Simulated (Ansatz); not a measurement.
Checking a converged run of FeGe

We look at FeGe: a test cell of our own (not relaxed), with 2 atoms per cell.

Computed with DFT, r2SCAN, norm-conserving potentials, plane waves, scalar-relativistic in Ansatz.

```yaml
crystal:
  lattice:
    - [3.016171716, 0.0, 0.0]
    - [0.0, 3.016171716, 0.0]
    - [0.0, 0.0, 3.016171716]
  atoms:
    - { symbol: Fe, position: [0.137, 0.291, 0.418], spin: 4.0 }
    - { symbol: Ge, position: [0.60034402, 0.7417515, 0.87152889], spin: 0.0 }
kpoints:
  mp_grid: { grid: [3, 3, 3], shift: [0, 0, 0] }
hamiltonian:
  xc: r2scan
  dispersion: none
  pseudopotentials: { kind: nc }
scf:
  occupations: { method: gaussian, width: "0.05 eV" }
magnetization:
  spin_polarized: true
```

Settings in force: cutoff 1225 eV, smearing width 0.05 eV; default search for lower states.

The run converged after 18 iterations in all: spin-polarised, site moments Fe1 2.68 μB, total 2.74 μB per cell.

The mesh is coarse, so energy differences (and at times their sign) aren't converged.

With one magnetic atom in the cell its copies can only be parallel; orders in a larger cell may lie lower.

Site moments are taken inside atomic spheres and don't add up to the total.

Problem. Would you trust this as the ground state? If a lower solution is known, describe it.

Solution. No, on this mesh. A state 28.9 meV/atom (0.058 eV per cell) lower exists in this cell: spin-polarised, site moments Fe1 1.95 μB, total 1.93 μB per cell. It was reached from: default search for lower states [Fe1 2.00 μB]. Only collinear orders within this cell were tried; the true ground state may need a larger cell. No run without spin polarisation was made.
